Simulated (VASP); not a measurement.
VASP ran on this input.

File POSCAR:
```
ZnTe
1
    0.0000000000     3.0500000000     3.0500000000
    3.0500000000     0.0000000000     3.0500000000
    3.0500000000     3.0500000000     0.0000000000
Zn Te
1 1
Cartesian
  0.0000000000   0.0000000000   0.0000000000
  0.2500000000   0.2500000000   0.2500000000
```

INCAR:
```
SYSTEM = ZnTe
PREC = Accurate
ENCUT = 400
EDIFF = 1E-6
NELM = 100
ALGO = Normal
LREAL = .FALSE.
LASPH = .TRUE.
ISMEAR = 0
SIGMA = 0.05
GGA = PE
LMAXMIX = 4
LWAVE = .FALSE.
LCHARG = .FALSE.
ISIF = 2
```

KPOINTS:
```
Automatic mesh
0
Gamma
6 6 6
0 0 0
```

POTCAR, in this order: Zn Te (PBE.64 set). Program: vasp_std.

What VASP printed:

### standard output
```
 POSCAR found type information on POSCAR ZnTe
 POSCAR found :  2 types and       2 ions
 Reading from existing POTCAR
 Reading from existing POTCAR
 LDA part: xc-table for (Slater+PW92), standard interpolation

 -----------------------------------------------------------------------------
|                                                                             |
|           W    W    AA    RRRRR   N    N  II  N    N   GGGG   !!!           |
|           W    W   A  A   R    R  NN   N  II  NN   N  G    G  !!!           |
|           W    W  A    A  R    R  N N  N  II  N N  N  G       !!!           |
|           W WW W  AAAAAA  RRRRR   N  N N  II  N  N N  G  GGG   !            |
|           WW  WW  A    A  R   R   N   NN  II  N   NN  G    G                |
|           W    W  A    A  R    R  N    N  II  N    N   GGGG   !!!           |
|                                                                             |
|     The distance between some ions is very small. Please check the          |
|     nearest-neighbor list in the OUTCAR file.                               |
|     I HOPE YOU KNOW WHAT YOU ARE DOING!                                     |
|                                                                             |
 -----------------------------------------------------------------------------

 POSCAR, INCAR and KPOINTS ok, starting setup
 WAVECAR not read
 entering main loop
       N       E                     dE             d eps       ncg     rms          rms(c)

 -----------------------------------------------------------------------------
|                                                                             |
|     EEEEEEE  RRRRRR   RRRRRR   OOOOOOO  RRRRRR      ###     ###     ###     |
|     E        R     R  R     R  O     O  R     R     ###     ###     ###     |
|     E        R     R  R     R  O     O  R     R     ###     ###     ###     |
|     EEEEE    RRRRRR   RRRRRR   O     O  RRRRRR       #       #       #      |
|     E        R   R    R   R    O     O  R   R                               |
|     E        R    R   R    R   O     O  R    R      ###     ###     ###     |
|     EEEEEEE  R     R  R     R  OOOOOOO  R     R     ###     ###     ###     |
|                                                                             |
|     EDDAV: Call to ZHEGV failed. Returncode = 16 2 16                       |
|                                                                             |
|       ---->  I REFUSE TO CONTINUE WITH THIS SICK JOB ... BYE!!! <----       |
|                                                                             |
 -----------------------------------------------------------------------------
```

Task: Read the log: what went wrong, and how is it fixed?

Result: The cause: fractional coordinates stand under the word Cartesian. VASP stops with an error: EDDAV: Call to ZHEGV failed. Returncode = 16 2 16 ----> I REFUSE TO CONTINUE WITH THIS SICK JOB ... BYE!!! <---- To mend it, correct POSCAR.
POSCAR:
```
ZnTe
1
    0.0000000000     3.0500000000     3.0500000000
    3.0500000000     0.0000000000     3.0500000000
    3.0500000000     3.0500000000     0.0000000000
Zn Te
1 1
Direct
  0.0000000000   0.0000000000   0.0000000000
  0.2500000000   0.2500000000   0.2500000000
```
The mended run (PBE GGA, plane waves, VASP's PBE PAW potentials (set 64)) converges, and its OSZICAR ends with
```
   1 F= -.51652279E+01 E0= -.51652279E+01  d E =-.475575E-15
```

The compound is ZnTe in the zinc blende structure. The cell was not relaxed at this level, atoms are displaced from their ideal sites.
